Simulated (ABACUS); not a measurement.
Crystal: W.

```
W
1.0
     2.74070    0.00000    0.00000
    -0.91357    2.58396    0.00000
    -0.91357   -1.29198    2.23777
W
1
Direct
  0.00000 0.00000 0.00000
```

Base run:

```yaml
Program: ABACUS 3.10.1
Functional: AM05
Potentials_or_basis: SG15 ONCV 1.2 PBE
Cutoff: 1007 eV
Density_cutoff: 4027 eV
Basis: plane waves
k_mesh: 10 × 10 × 10
Occupations: fermi-dirac, width 0.05 eV
Spin: no spin polarisation
```

Its results: band gap on the k mesh none (metal or under the smearing width); pressure -5.3 GPa.

Problem. The run is repeated on the same cell with these changes: functional from AM05 to PBEsol; potentials or basis from SG15 ONCV 1.2 PBE to PseudoDojo NC SR 0.5 PBE standard; valence electrons from 28 to 14. What comes out?

Solution. Band gap on the k mesh none (metal or under the smearing width); pressure -1.9 GPa.

Caveats: the potentials were made for another functional, which shifts forces and pressure.
